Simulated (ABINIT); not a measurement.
Sn:

```xyz
1
Lattice="-2.0292 2.0292 1.6608 2.0292 -2.0292 1.6608 2.0292 2.0292 -1.6608" Properties=species:S:1:pos:R:3 pbc="T T T"
Sn    0.0000    0.0000    0.0000
```

This isn't the form of Sn at room conditions, which is tetragonal (white tin).

Base run:

```yaml
Program: ABINIT 10.8.3 (patched build)
Functional: BLYP
Potentials_or_basis: JTH PAW PBE v2.0
Cutoff: 707 eV
k_mesh: 10 × 10 × 10
Occupations: fermi-dirac, width 0.05 eV
Spin: no spin polarisation
```

Its results: band gap on the k mesh none (metal or under the smearing width); pressure 5.2 GPa.

**Question.** The run is repeated on the same cell with these changes: functional from BLYP to PBE. What comes out?

**Answer.** Band gap on the k mesh none (metal or under the smearing width); pressure 0.5 GPa.

PBE binds more tightly than BLYP, so the same cell stands under less pressure.

Caveats: the PAW data sets were made with another functional, which shifts forces and pressure a little (some runs).
